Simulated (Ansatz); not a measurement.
N from a database of computed structures was relaxed with r2SCAN+rVV10, strained in 2 ways (changes of length per length), its atoms relaxed again with r2SCAN+rVV10, and run with r2SCAN in Ansatz. (Simulation; spin polarisation is off.)

Biaxial +1.15 % in x and y, z held. Input:
```yaml
crystal:
  lattice:
    - [3.6204208593, 0.0, 0.0]
    - [-1.8102104297, 3.1353764365, 0.0]
    - [0.0, 0.0, 7.6409886428]
  atoms:
    - { symbol: "N", position: [0.3333333333, 0.6666666667, 0.321576074] }
    - { symbol: "N", position: [0.3333333333, 0.6666666667, 0.178423926] }
    - { symbol: "N", position: [0.6666666667, 0.3333333333, 0.821576074] }
    - { symbol: "N", position: [0.6666666667, 0.3333333333, 0.678423926] }
kpoints:
  mp_grid: { grid: [12, 12, 4] }
  band_path:
    path:
      - [0.0, 0.0, 0.0]
      - [0.5, 0.0, 0.0]
      - [0.3333333333, 0.3333333333, 0.0]
      - [0.0, 0.0, 0.5]
      - [0.5, 0.0, 0.5]
      - [0.3333333333, 0.3333333333, 0.5]
      - [0.125, 0.177083, 0.0]
      - [0.0, 0.5, 0.0]
    npoints: 1
hamiltonian:
  xc: r2scan
scf:
  occupations: { method: fixed }
  n_extra_bands: 5
output:
  forces: true
  stress: true
  eigenvalues: true
  write_density: true
  write_potential: true
  elf: true
  volumetric_format: npy
```

Main results, then levels in eV from the Fermi energy at the points of the path (names of the unstrained zone, bands numbered from 0):
```
Crystal: 4 atoms, lattice volume = 86.736 Å³
Basis set: ecut = 500 eV, 2247 PW (Γ)
Symmetry: 24 space group operations
Space group: P63/mmc (ITA 194)
k-points: 57 of 576
Free energy (F): -1539.267197 eV
Fermi energy:    -5.844378 eV
--- Forces (eV/Å), atoms counted from 1 ---
  atom   1  N       0.00000      0.00000    -0.05553
  atom   2  N       0.00000      0.00000      0.05553
  atom   3  N       0.00000      0.00000    -0.05553
  atom   4  N       0.00000      0.00000      0.05553
--- Stress (GPa, compression-positive) ---
        0.297440       0.000000       0.000000
        0.000000       0.297440       0.000000
        0.000000       0.000000       0.102465
  P = ⅓ Tr σ = 0.2324 GPa (2.324 kbar)
```
```tsv
point	band_6	band_7	band_8	band_9	band_10	band_11	band_12
Γ	-1.282	-1.282	-1.123	-0.041	9.150	9.150	9.416
M	-1.512	-1.418	-0.390	-0.057	7.782	8.423	8.779
K	-1.844	-1.752	-0.175	-0.175	7.951	8.487	8.487
A	-1.306	-1.306	-0.536	-0.536	9.281	9.281	9.281
L	-1.465	-1.465	-0.249	-0.249	8.115	8.115	9.057
H	-1.810	-1.810	-0.208	-0.208	8.427	8.427	8.519
(1/8,0.177,0)	-1.448	-1.390	-0.645	0.000	8.474	8.653	9.029
(0,1/2,0)	-1.512	-1.418	-0.390	-0.057	7.782	8.423	8.779
```

r2SCAN gives an indirect gap of 7.78 eV, from k = (1/8, 0.177, 0) to M; the least direct gap is 7.84 eV at M. With the atoms held, the mean pressure is +0.23 GPa (compression positive).

Task: Uniaxial +3.65 % along z, other directions held gives these blocks instead:
```yaml
crystal:
  lattice:
    - [3.5792593765, 0.0, 0.0]
    - [-1.7896296883, 3.0997295467, 0.0]
    - [0.0, 0.0, 7.9198847283]
  atoms:
    - { symbol: "N", position: [0.3333333333, 0.6666666667, 0.3190568246] }
    - { symbol: "N", position: [0.3333333333, 0.6666666667, 0.1809431754] }
    - { symbol: "N", position: [0.6666666667, 0.3333333333, 0.8190568246] }
    - { symbol: "N", position: [0.6666666667, 0.3333333333, 0.6809431754] }
kpoints:
  mp_grid: { grid: [12, 12, 4] }
  band_path:
    path:
      - [0.0, 0.0, 0.0]
      - [0.5, 0.0, 0.0]
      - [0.3333333333, 0.3333333333, 0.0]
      - [0.0, 0.0, 0.5]
      - [0.5, 0.0, 0.5]
      - [0.3333333333, 0.3333333333, 0.5]
      - [0.1875, 0.1875, 0.0]
      - [0.0, 0.5, 0.0]
    npoints: 1
output:
  forces: true
  stress: true
  eigenvalues: true
```
What comes out?

Result:
```
Crystal: 4 atoms, lattice volume = 87.869 Å³
Basis set: ecut = 500 eV, 2285 PW (Γ)
Symmetry: 24 space group operations
Space group: P63/mmc (ITA 194)
k-points: 57 of 576
Free energy (F): -1539.267993 eV
Fermi energy:    -5.968117 eV
--- Forces (eV/Å), atoms counted from 1 ---
  atom   1  N       0.00000      0.00000    -0.05439
  atom   2  N       0.00000      0.00000      0.05439
  atom   3  N       0.00000      0.00000    -0.05439
  atom   4  N       0.00000      0.00000      0.05439
--- Stress (GPa, compression-positive) ---
        0.335327       0.000000       0.000000
        0.000000       0.335327       0.000000
        0.000000       0.000000      -0.053590
  P = ⅓ Tr σ = 0.2057 GPa (2.057 kbar)
```
```tsv
point	band_6	band_7	band_8	band_9	band_10	band_11	band_12
Γ	-1.213	-1.213	-1.017	-0.093	9.267	9.267	9.468
M	-1.435	-1.366	-0.311	-0.029	7.832	8.383	8.909
K	-1.801	-1.734	-0.119	-0.119	8.065	8.512	8.512
A	-1.230	-1.230	-0.524	-0.524	9.366	9.366	9.366
L	-1.401	-1.401	-0.186	-0.186	8.117	8.117	9.130
H	-1.780	-1.780	-0.140	-0.140	8.470	8.470	8.537
(0.188,0.188,0)	-1.443	-1.401	-0.446	0.001	8.318	8.558	9.006
(0,1/2,0)	-1.435	-1.366	-0.311	-0.029	7.832	8.383	8.909
```
With r2SCAN the valence top lies at Γ–K (0.56 of the way from Γ) and the conduction bottom at M, 7.83 eV higher; the smallest vertical gap, at M, is 7.86 eV. With the atoms held, the mean pressure is +0.21 GPa (compression positive).
